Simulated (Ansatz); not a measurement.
**MoS2 under changes of volume**

One of the cells (18.982 Å³/atom); the others are scaled copies at fixed shape and fractional positions:

```xyz
3
Lattice="3.2275 0.0000 0.0000 -1.6137 2.7951 0.0000 0.0000 0.0000 6.3125" Properties=species:S:1:pos:R:3 pbc="T T T"
Mo    0.0000    0.0000    3.1562
S     1.6137    0.9317    4.7008
S     0.0000    1.8634    1.6117
```

Measurements of this composition are mostly on another form, of space group No. 194.

- Program: Ansatz 0.2.0
- Functional: r2SCAN
- Potentials or basis: Ansatz PAW
- Cutoff: 500 eV (not typed: the program's choice for these potentials)
- k mesh: 9 × 9 × 4
- Occupations: fermi-dirac, width 0.05 eV
- Spin: no spin polarisation

```tsv
volume (Å³/atom)	energy over the lowest point (meV/atom)	pressure (GPa)	largest force (eV/Å)
17.843	32.17	9.7	1.172
18.222	?	?	?
18.602	3.22	2.9	0.417
18.982	0.00	0.0	0.081
19.361	3.28	-2.6	0.231
19.741	12.39	-5.0	0.520
20.120	26.74	-7.0	0.788
```

What does the run at 18.222 Å³/atom give?

Energy over the lowest point 13.66 meV/atom; pressure 6.1 GPa; largest force 0.780 eV/Å.

Worked out: A Birch-Murnaghan fit of order 3 (a polynomial in V^(-2/3)) to the other rows has its minimum at 18.97 Å³/atom with B0 = V·E''(V) = 137 GPa and B' = 4.3 at fixed shape and positions, which overstates the stiffness. It gives 13.69 meV/atom at 18.222 Å³/atom, against the run's 13.66, and -dE/dV = 6.1 GPa, against 6.1.

Energies are extrapolated to zero smearing.

Caveats: the PAW data sets come from PBE, with cores solved anew for the run's functional, which leaves a small shift of forces and pressure; forces of over 1 eV/Å show positions far from the minimum, so gaps and moduli don't describe the material at rest (some runs).
